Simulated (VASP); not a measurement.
Set up this calculation in VASP 6.6.1, as the native input.

```
Task                   : single point
Functional             : RPBE
Potentials or basis    : VASP PAW PBE potentials, release 64 (As)
Cutoff                 : 520 eV
k mesh                 : 21 × 21 × 21
Occupations            : fermi-dirac, width 0.1 eV
Spin                   : no spin polarisation
Dipole correction      : no
Further INCAR settings : ALGO = Normal; EDIFF = 1e-06; NBANDS = 8
```

The structure of As lies in POSCAR:

```
As
1.0
    0.0000000000      2.1452638109      2.1452638109
    2.1452638109      0.0000000000      2.1452638109
    2.1452638109      2.1452638109      0.0000000000
As
1
Direct
    0.0000000000      0.0000000000      0.0000000000
```

This isn't the form of As at room conditions, which is rhombohedral.

One way to write it, as run:

INCAR

```
PREC = Accurate
ENCUT = 520
EDIFF = 1E-6
ISMEAR = -1
SIGMA = 0.1
LREAL = F
LASPH = T
NELM = 100
ALGO = Normal
ISIF = 2
LWAVE = F
LCHARG = F
GGA = RP
NBANDS = 8
```

KPOINTS

```
regular mesh
0
Gamma
  21 21 21
```

Potentials or basis: VASP PAW PBE potentials, release 64 (As).

The run is started by

```sh
$ cat potpaw_PBE.64/As/POTCAR > POTCAR
$ mpirun -np 1 vasp_std > vasp.out
```

Results of the run:

| Item | Value |
| --- | --- |
| Pressure | -0.1 GPa |
| Band gap on the k mesh | none (metal or under the smearing width) |

Caveat: the PAW data sets were made with another functional, which shifts forces and pressure a little.

Wall time 23 s on 1 thread of Intel(R) Xeon(R) Platinum 8259CL CPU @ 2.50GHz (Skylake/Cascade Lake) (shared host), peak memory 0.17 GiB.
